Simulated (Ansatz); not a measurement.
# Silicon, bcc: r²SCAN0 after r²SCAN

How do the levels change when part of the exchange is made exact, and what does it cost? Spin polarisation is left out. The cell comes from an earlier r²SCAN relaxation. Exact exchange is dear, so the k-mesh is coarse, and r²SCAN is run on the same mesh for comparison.

Computed with Ansatz 0.2.0 (DFT, plane waves (500 eV) with PBE-made PAW files, scalar-relativistic; functionals as named at each step, unless a step says otherwise).

## Step 1: The starting structure

The structure is cubic, space group Im-3m (No. 229). Conventional cell: a = 3.045 Å, b = 3.045 Å, c = 3.045 Å, α = 90.00°, β = 90.00°, γ = 90.00°. Si (site symmetry m-3m) is surrounded by 8 Si at 2.64 Å.

As a file:

```
CELL_PARAMETERS angstrom
-1.52263 1.52263 1.52263
1.52263 -1.52263 1.52263
1.52263 1.52263 -1.52263
ATOMIC_POSITIONS crystal
Si 0.00000 0.00000 0.00000
```

## Step 2: r²SCAN on the coarse mesh

The run with r²SCAN.

File input.yaml:

```yaml
crystal:
  lattice:
    - [-1.5226320308, 1.5226320308, 1.5226320308]
    - [1.5226320308, -1.5226320308, 1.5226320308]
    - [1.5226320308, 1.5226320308, -1.5226320308]
  atoms:
    - { symbol: Si, position: [0.0, 0.0, 0.0] }
hamiltonian:
  xc: r2scan
  pseudopotentials:
    kind: paw
    azcp:
      Si: "pseudopotentials/Si.paw.azcp"
basis:
  ecutwfc: 500
  fft_grid_basis: typed
kpoints:
  mp_grid: { grid: [7, 7, 7], shift: [0, 0, 0] }
magnetization:
  spin_polarized: false
scf:
  occupations: { method: fermi_dirac, width: 0.1 }
```

Launch:

```bash
$ ansatz run input.yaml --threads 4 --pin off --max-ram 8192MiB --backend cpu --events-out ev --progress --plain --runs-dir out
```

Log, shortened:

```text
Warning: RAYON_NUM_THREADS=4 ignored (pool sized by the plan → 4); use --threads N
[...]
Pseudopotentials: kind: paw
Pseudopotential: Si, paw, valence charge 4, recommended cutoff 500 eV (meta_gga), <dir>
Functional definition: r2SCAN
[...]
Crystal: 1 atoms, lattice volume = 14.120 Å³
Basis set: ecut = 500 eV, 369 PW (Γ), exchange–correlation on 80×80×80 points (64 copies of the dense FFT grid, shifted against one another)
Bands: 6, of which v1, the nominal top of the filled ones, is band 2 counted from 1 (1 counted from 0)
Symmetry: 48 space group operations
Space group: Im-3m (ITA 229), of the structure as read, at distance tolerance 2.4e-5 Å
k-points: 20 of 343
[...]
SCF iter   1: F=—  HF=-638.382912 eV  |F-HF|=—  |Δ(HF+E_count)|=         —  Δρ=5.58e-3  dr2=4.22e-3  dr2_τ=4.17e-3  ethr=1.77e-3  ⟨swp⟩=5.3  Hψ=1176  notcnv=0
[...]
SCF iter   6: F=-638.389076 eV  HF=-638.389076 eV  |F-HF|=4.89e-10  |Δ(HF+E_count)|=   1.26e-8  Δρ=2.63e-6  dr2=6.66e-10  dr2_τ=4.40e-12  ethr=1.04e-9  ⟨swp⟩=1.0  Hψ=326  notcnv=0
[...]
SCF converged after 6 iterations
Free energy (F): -638.389076 eV
[...]
E sigma→0 (E₀):  -638.386740 eV
Entropy (-TS):   -0.004672 eV (-4.672 meV/atom)
Fermi energy:    11.000409 eV
[...]
```

Run time: 0.31 s. Hardware: 4 threads of Intel Xeon at 2.60GHz (Ice Lake), shared host; peak memory 0.32 GiB.

## Step 3: r²SCAN0, coarse mesh

The run with r²SCAN0.

input.yaml, as its differences from that of step 2:

```diff
@@ -8,3 +8,3 @@
 hamiltonian:
-  xc: r2scan
+  xc: r2scan0
   pseudopotentials:
```

Launch:

```bash
$ ansatz run input.yaml --threads 4 --pin off --max-ram 8192MiB --backend cpu --events-out ev --progress --plain --runs-dir out
```

Log, shortened:

```text
Warning: RAYON_NUM_THREADS=4 ignored (pool sized by the plan → 4); use --threads N
[...]
Pseudopotentials: kind: paw
Pseudopotential: Si, paw, valence charge 4, recommended cutoff 500 eV (meta_gga), <dir>
Functional definition: r2SCAN0
[...]
Crystal: 1 atoms, lattice volume = 14.120 Å³
Basis set: ecut = 500 eV, 369 PW (Γ), exchange–correlation on 80×80×80 points (64 copies of the dense FFT grid, shifted against one another)
Bands: 6, of which v1, the nominal top of the filled ones, is band 2 counted from 1 (1 counted from 0)
Symmetry: 48 space group operations
Space group: Im-3m (ITA 229), of the structure as read, at distance tolerance 2.4e-5 Å
k-points: 20 of 343
[...]
SCF iter   1: F=—  HF=-638.383456 eV  |F-HF|=—  |Δ(HF+E_count)|=         —  Δρ=5.76e-3  dr2=4.53e-3  dr2_τ=4.17e-3  ethr=1.77e-3  ⟨swp⟩=6.1  Hψ=574  notcnv=0
[...]
Frozen-core exchange: fock
[...]
hybrid outer 2: dexx = +2.745e-8 eV, tail = 8.55e-9 eV, Δε = 8.96e-4 eV (about 9.92e-5 eV left of the loop's levels)
hybrid SCF converged: 2 outer / 6 inner (+6 warm-up), last move |dexx| = 2.75e-8 eV, tail = 8.55e-9 eV
Stability not checked: this state was not tested for a lower state beside it, because the functional holds exact exchange (a hybrid, or Hartree-Fock), whose exchange loop this test does not read (fock_operator; see scf.lower_state_search)
Free energy (F): -638.175612 eV
Frozen-core exchange: fock
[...]
E sigma→0 (E₀):  -638.174190 eV
Entropy (-TS):   -0.002844 eV (-2.844 meV/atom)
Fermi energy:    10.727790 eV
[...]
--- Band table (eV; the first three rows and the last of 20) ---
  k-point 0: bands = ["-6.4662", "25.0220", "25.0220", "25.0220", "25.6696"]
[...]
  guard bands above this table: 1 of the run's 6 bands, where the rule asks 2: the bands that hold charge and the lowest empty level above them stay in the table. The solve was not asked for them (output.publish_guard_bands: true or output.eigenvalues: true publishes all)
```

Wall time 2.2 s (4 threads of Intel Xeon at 2.60GHz (Ice Lake), shared host); peak memory 0.61 GiB.

## Step 4: Side by side

```
functional               gap on the mesh  Fermi energy (eV)  SCF cycles  exchange loops  CPU time
    r²SCAN  none (levels filled in part)             11.000           6               -    0.62 s
   r²SCAN0  none (levels filled in part)             10.728          12               2     6.1 s
```

## Step 5: What came out

```
                             quantity                         value
                          r²SCAN: gap  none (levels filled in part)
                         r²SCAN0: gap  none (levels filled in part)
  r²SCAN0: SCF cycles, exchange loops                         12, 2
r²SCAN0: CPU time over that of r²SCAN                           9.8
         r²SCAN0: relative to diamond                 +775 meV/atom
```

**Reading.** Neither r²SCAN nor r²SCAN0 shows a clean gap on this mesh. The hybrid took 9.8 times as much CPU time as r²SCAN on the same settings. The exchange operator of r²SCAN0 was renewed in 2 outer loops. The dense-mesh value adds +54.7 meV/atom, the change that r²SCAN shows between the coarse mesh and its own dense run (not shown). Under r²SCAN0 it lies 775 meV/atom above diamond (computed apart in the same way); on such meshes a few tens of meV are uncertain for metals. The total energies in the logs cannot be compared from one functional to another.
